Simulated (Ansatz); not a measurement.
**Relaxing Zr**

The calculation used DFT r2SCAN, scalar-relativistic, plane waves, PAW in Ansatz 0.2.0. Cutoff 500 eV, Γ-centred k mesh, Gaussian smearing, no spin polarisation in the final step.

A relaxed cell is given with its space group left out.

```yaml
crystal:
  lattice:
    - [3.00524, 0.00000, 0.00000]
    - [-1.50262, 2.60261, 0.00000]
    - [0.00000, 0.00000, 3.03676]
  atoms:
    - { symbol: Zr, position: [0.00000, 0.00000, 0.00000] }
```

Energies count from the standard state of Zr at the same level.

Question: What space group does it have?

Answer: P6/mmm (No. 191). Conventional cell: a = 3.005 Å, c = 3.037 Å. Around Zr lie 8 Zr at 3.01–3.04 Å.

Question: How far above the standard state of Zr does it lie?

Answer: 0.40 eV/atom.

Question: Is it a metal?

Answer: Yes, bands cross the Fermi level on the 21×21×20 mesh.

The final run used a 21×21×20 mesh on its 1-atom cell and 0.10 eV smearing. For metals, differences of a few meV/atom aren't resolved. The cell came from a trial start, so Zr may not exist in this structure.